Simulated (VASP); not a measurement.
A VASP 6.6.1 relaxation on TiO2

INCAR

```
LREAL = .FALSE.
ALGO = VeryFast
LDAUTYPE = 2
PREC = Accurate
LCHARG = .FALSE.
LDAUL = 2 -1
LMAXMIX = 4
ENCUT = 600
SIGMA = 0.02
LDAU = .TRUE.
LWAVE = .FALSE.
LDAUU = 8.0 0
ISIF = 3
NSW = 40
GGA = PS
LDAUJ = 0 0
LASPH = .TRUE.
ISMEAR = -1
EDIFFG = -5E-3
IBRION = 2
NELM = 120
EDIFF = 1E-7
NBANDS = 19
```

KPOINTS

```
KPOINTS created by Atomic Simulation Environment
0
Monkhorst-Pack
8 8 8
0 0 0
```

POSCAR

```
Ti O
 1.0000000000000000
     0.0000000000000000    2.4149673384147921    2.4149673384147921
     2.4149673384147921    0.0000000000000000    2.4149673384147921
     2.4149673384147921    2.4149673384147921    0.0000000000000000
 Ti  O
   1   2
Cartesian
  0.0000000000000000  0.0000000000000000 -0.0000000000000000
  1.2074836692073960  1.2074836692073960  1.2074836692073960
  3.6224510076221881  3.6224510076221881  3.6224510076221881
```

The recommended PBE PAW datasets give the neutral cell 24 valence electrons.

Command

```
mpirun -np 1 vasp_std
```

Problem. How does this run end, and what does it give?

Solution. It converged. Results: relaxed cell vector lengths 3.449, 3.449, 3.449 Å; relaxed cell volume 29.01 Å³.

OSZICAR

```
N       E                     dE             d eps       ncg     rms          rms(c)
RMM:   1     0.565002320486E+02    0.56500E+02   -0.12717E+04  1140   0.143E+03
RMM:   2     0.157389655666E+02   -0.40761E+02   -0.26238E+03  1140   0.352E+02
RMM:   3    -0.851380401192E+01   -0.24253E+02   -0.49693E+02  1140   0.148E+02
RMM:   4    -0.302771102276E+02   -0.21763E+02   -0.18402E+02  1140   0.108E+02
RMM:   5    -0.336859299845E+02   -0.34088E+01   -0.80522E+01  1140   0.656E+01
RMM:   6    -0.342527201623E+02   -0.56679E+00   -0.48625E+01  1140   0.494E+01
RMM:   7    -0.341592107164E+02    0.93509E-01   -0.32514E+01  1140   0.368E+01
RMM:   8    -0.340549402246E+02    0.10427E+00   -0.23805E+01  1140   0.294E+01
RMM:   9    -0.331991085099E+02    0.85583E+00   -0.11449E+01  3195   0.250E+01
RMM:  10    -0.333513461502E+02   -0.15224E+00   -0.86854E-01  3464   0.635E+00
...
RMM:  12    -0.224387813451E+02   -0.32527E-05   -0.28547E-05  3191   0.224E-02    0.521E-03
RMM:  13    -0.224387828620E+02   -0.15169E-05   -0.14163E-05  3119   0.160E-02    0.108E-03
RMM:  14    -0.224387836800E+02   -0.81800E-06   -0.77846E-06  2913   0.114E-02    0.116E-03
RMM:  15    -0.224387842271E+02   -0.54710E-06   -0.60232E-06  2571   0.785E-03    0.516E-04
RMM:  16    -0.224387844265E+02   -0.19931E-06   -0.25940E-06  2480   0.607E-03    0.288E-04
RMM:  17    -0.224387846713E+02   -0.24482E-06   -0.25728E-06  2252   0.510E-03    0.825E-05
RMM:  18    -0.224387847699E+02   -0.98661E-07   -0.12030E-06  2129   0.445E-03    0.384E-05
RMM:  19    -0.224387848784E+02   -0.10842E-06   -0.12565E-06  2078   0.414E-03    0.871E-05
RMM:  20    -0.224387849368E+02   -0.58412E-07   -0.76617E-07  2044   0.373E-03
   3 F= -.22438785E+02 E0= -.22438785E+02  d E =-.199566E-01
```

Standard output (part)

```
POSCAR found type information on POSCAR TiO
 POSCAR found :  2 types and       3 ions
 LDA part: xc-table for (Slater+PW92), standard interpolation
 POSCAR, INCAR and KPOINTS ok, starting setup
 WAVECAR not read
 entering main loop
WARNING in EDDRMM: call to ZHEGV failed, returncode =   6  3      6
 num prob  num prob  num prob  num prob  num prob RMM:  30    -0.224186786627E+02   -0.49310E-04   -0.54246E-04  3244   0.500E-02    0.340E-03
 num prob  num prob  num prob  num prob  num prob  num prob  num prob  num prob  num prob  num prob  num prob  num prob RMM:  31    -0.224187099294E+02   -0.31267E-04   -0.35183E-04  2992   0.401E-02    0.575E-03
 num prob  num prob  num prob  num prob  num prob RMM:  32    -0.224187369742E+02   -0.27045E-04   -0.30027E-04  2854   0.329E-02    0.867E-03
 num prob  num prob  num prob  num prob  num prob RMM:  33    -0.224187558989E+02   -0.18925E-04   -0.21296E-04  2860   0.274E-02    0.103E-02
 num prob  num prob WARNING in EDDRMM: call to ZHEGV failed, returncode =   6  3      5
 num prob  num prob RMM:  34    -0.224187712270E+02   -0.15328E-04   -0.17215E-04  2709   0.230E-02    0.118E-02
 num prob  num prob  num prob  num prob  num prob  num prob RMM:  35    -0.224187835336E+02   -0.12307E-04   -0.13783E-04  2663   0.194E-02    0.132E-02
...
```

| ionic step | ΔE (meV/atom) | volume (Å³) | largest force (eV/Å) | pressure (GPa) | electronic steps |
| --- | --- | --- | --- | --- | --- |
| 1 | 0.0 | 28.17 | 0.000 | 7.82 | 60 |
| 2 | 3.4 | 30.08 | 0.000 | -8.68 | 24 |
| 3 | -6.7 | 29.01 | 0.000 | -0.07 | 20 |

The shifted mesh misses Γ, so a band edge there is missed.

For comparison, a separate PBEsol relaxation on usual settings, not on those above, ends at 27.33 Å³.
